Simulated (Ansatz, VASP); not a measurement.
One calculation of Ag, two programs

```
Ag
1.0
     0.00000    2.75259    2.75259
     2.75259    0.00000    2.75259
     2.75259    2.75259    0.00000
Ag
2
Direct
  0.87500 0.87500 0.87500
  0.12500 0.12500 0.12500
```

Change from the starting cell: volume scaled by 0.8, LAPW.

Alike in both runs: task single point; functional LDA; k mesh 13 × 13 × 13; occupations fermi-dirac, width 0.05 eV; no spin polarisation.

|  | VASP | Ansatz |
| --- | --- | --- |
| version | VASP 6.6.1 | Ansatz 0.2.0 |
| potentials or method | VASP PAW LDA potentials, release 64 (Ag), cutoff 520 eV | all-electron LAPW, scalar-relativistic |

```tsv
	VASP	Ansatz	Ansatz less VASP
pressure (GPa)	21.2	21.5	+0.25
```

Ansatz ran all-electron here, so the differences hold the error of VASP's frozen core and of both bases.

Caveats: so large a pressure means that the cell lies far from this level's equilibrium, or that cutoff or potentials fall short (VASP).
